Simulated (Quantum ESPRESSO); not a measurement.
Crystal: GaN.

```xyz
4
Lattice="3.1800 0.0000 0.0000 -1.5900 2.7540 0.0000 0.0000 0.0000 5.1660" Properties=species:S:1:pos:R:3 pbc="T T T"
Ga    1.5900    0.9180    2.5830
Ga    0.0000    1.8360    0.0000
N     1.5900    0.9180    4.5203
N     0.0000    1.8360    1.9373
```

- Program: Quantum ESPRESSO 7.5
- Task: phonons
- Functional: LDA
- Potentials or basis: PseudoDojo 0.4.1 SR LDA standard
- Cutoff: 1143 eV
- Density cutoff: 4572 eV
- k mesh: 8 × 8 × 4, shifted
- Occupations: fermi-dirac, width 0.05 eV
- Spin: no spin polarisation
- Form of the LDA correlation: PW92
- Mixing beta: 0.5
- Most SCF iterations: 120
- SCF threshold: 8e-10 Ry

The atoms were relaxed first, and the response was taken there.

The first run showed a gap, so the response started from a second, tighter run with fixed occupations.

Q: Which optical modes does the crystal have at the zone centre, and which show in infrared and Raman spectra?

A: The optical modes are 2E2 + 2B1 + A1 + E1. Infrared active: A1 + E1. Raman active: 2E2 + A1 + E1.

Optical modes at Γ, degenerate ones joined, polar ones without the macroscopic field:
```
cm⁻¹  components  symmetry     active in  IR intensity, summed ((D/Å)²/amu)
 141           2        E2         Raman                               0.00
 328           1        B1        silent                               0.00
 520           1        A1  IR and Raman                              29.76
 541           2        E1  IR and Raman                              54.24
 548           2        E2         Raman                               0.00
 679           1        B1        silent                               0.00
```

Zone-centre frequencies without and with the macroscopic field along z (cm⁻¹):
|  | optical modes in rising order |
| --- | --- |
| without | 141 141 328 520 541 541 548 548 679 |
| with the field | 141 141 328 541 541 548 548 679 716 |

Born effective charge tensors (e):
atom 1, Ga
```
2.61 0.00 0.00
0.00 2.61 0.00
0.00 0.00 2.75
```
atom 2, Ga
```
2.61 0.00 0.00
0.00 2.61 0.00
0.00 0.00 2.75
```
atom 3, N
```
-2.62  0.00  0.00
 0.00 -2.62  0.00
 0.00  0.00 -2.74
```
atom 4, N
```
-2.62  0.00  0.00
 0.00 -2.62  0.00
 0.00  0.00 -2.74
```

Electronic dielectric tensor:
```
5.81 0.00 0.00
0.00 5.81 0.00
0.00 0.00 5.80
```

Static dielectric tensor, electrons and zone-centre modes:
```
10.19  0.00  0.00
 0.00 10.19  0.00
 0.00  0.00 11.00
```

Caveat: the cell is more than 3 GPa from zero pressure, which shifts response properties.
